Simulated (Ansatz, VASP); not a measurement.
## Two plane-wave programs on Au

```xyz
1
Lattice="0.0000 2.0791 2.0791 2.0791 0.0000 2.0791 2.0791 2.0791 0.0000" Properties=species:S:1:pos:R:3 pbc="T T T"
Au    0.0000    0.0000    0.0000
```

Alike in both runs: functional PBE; k mesh 18 × 18 × 18; occupations gaussian, width 0.1 eV; no spin polarisation.

Ansatz relaxed the structure, and its values are those at the end. VASP's run is a single point on that final structure, the one shown.

|  | VASP | Ansatz |
| --- | --- | --- |
| version | VASP 6.6.1 | Ansatz 0.2.0 |
| potentials or method | VASP PAW PBE potentials, release 64 (Au) | scalar-relativistic, plane waves, PAW |
| plane-wave cutoff (eV) | 520 | 420 |
| valence electrons in the cell | 11 | 19 |

Ansatz gave:

* gap on the k mesh at the Fermi level (eV): none
* pressure (GPa): 0.0

Q: What did VASP give for the same quantities?

A: gap on the k mesh at the Fermi level (eV): none; pressure (GPa): -0.3.

A gap of «none» marks a metal or a gap that the smearing closes. The two sets of potentials don't hold the same shells in valence.

The runs have no spin-orbit coupling, so splittings on Au are missing.
